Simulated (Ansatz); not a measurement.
**Ba in Ansatz: convergence with k mesh**

The system is Ba.

```
Ba
1.0
    -2.47176    2.47765    2.44851
     2.56531   -2.52802    2.59244
     2.45066    2.50692   -2.49889
Ba
1
Direct
  0.99892 0.00475 0.98853
```

The cell isn't the ideal one: cell strained at random at fixed volume.

| Item | Value |
| --- | --- |
| Program | Ansatz 0.2.0 |
| Task | convergence study |
| Functional | r2SCAN |
| Potentials or basis | Ansatz PAW |
| Cutoff | 500 eV (not typed: the program's choice for these potentials) |
| k mesh | 2 × 2 × 2 |
| Occupations | fermi-dirac, width 0.1 eV |
| Spin | no spin polarisation |

These are the settings of the first run; the series varies k mesh, with any setting tied to it.

Hardware: 2 threads of Intel(R) Xeon(R) Processor @ 2.50GHz (Skylake/Cascade Lake) (shared host).

Task: The values tried are 2 × 2 × 2, 3 × 3 × 3, 4 × 4 × 4, 6 × 5 × 6, 7 × 7 × 7, 9 × 8 × 9, 10 × 10 × 10, 12 × 12 × 12, loosest first. From which on does the pressure stay within 0.1 GPa of the tightest run that finished?

Result: From 6 × 5 × 6 on.

```
      k mesh  energy less the tightest run, at zero smearing (meV/atom)  pressure (GPa)  SCF cycles  CPU time (s)  peak memory (GiB)
   2 × 2 × 2                                                    -613.98           -4.43           6           8.6               0.45
   3 × 3 × 3                                                      84.72           -0.38           6           8.6               0.46
   4 × 4 × 4                                                      14.89            0.72           6            12               0.49
   6 × 5 × 6                                                      -1.75            0.31           6            20               0.55
   7 × 7 × 7                                                       4.28            0.32           6            33                0.6
   9 × 8 × 9                                                       0.13            0.31           6            57                0.7
10 × 10 × 10                                                       0.60            0.31           6            83               0.81
12 × 12 × 12                                                       0.00            0.31           6           140                  1
```

Against the tightest run, the energy stays within 1 meV/atom from 9 × 8 × 9 on. Meshes of other sizes hit other points, so gaps and Fermi surfaces needn't settle smoothly. The tightest run that finished is the yardstick and may itself not be fully converged.

Caveat, for the tightest run too: the PAW data sets come from PBE, with cores solved anew for the run's functional, which leaves a small shift of forces and pressure. The run has no spin-orbit coupling, so splittings on Ba are missing.
